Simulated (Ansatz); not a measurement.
A run of Ansatz 0.2.0:

File input.yaml:

```yaml
crystal:
  lattice:
    - [4.15, 0.0, 0.0]
    - [-2.075, 3.5940054257, 0.0]
    - [0.0, 0.0, 5.78]
  atoms:
    - { symbol: Sb, position: [0.6666666667, 0.3333333333, 0.75] }
    - { symbol: Sb, position: [0.3333333333, 0.6666666667, 0.25] }
    - { symbol: Mn, position: [0.0, 0.0, 0.5], spin: 4.0 }
    - { symbol: Mn, position: [0.0, 0.0, 0.0], spin: 4.0 }
hamiltonian:
  xc: pbe
  pseudopotentials: { kind: paw }
magnetization:
  spin_polarized: true
  initial_magnetization: 8.0
  spin_locking: { lock_magnetization: hard }
kpoints:
  mp_grid: { grid: [6, 6, 4] }
scf:
  occupations: { method: fermi_dirac, width: 0.05 }
  lower_state_search: "off"
output:
  forces: true
  stress: true
  eigenvalues: true
  write_density: true
  write_potential: true
  elf: true
  volumetric_format: npy
```

Potentials or basis: Ansatz PAW.

The run is started by

```bash
$ ansatz run input.yaml --threads 2 --pin off --max-ram 5632MiB --backend cpu --events-out ev --progress --plain --runs-dir out
```

Hardware: 2 threads of Arm Neoverse V2, on a shared host.

Task: How long does it take, and how much memory?

Result: Run time: 5.7 s on 2 threads of Arm Neoverse V2, on a shared host, peak memory 0.43 GiB. Counts: scf iterations 10, plane waves 1657, k points 21, bands 41.
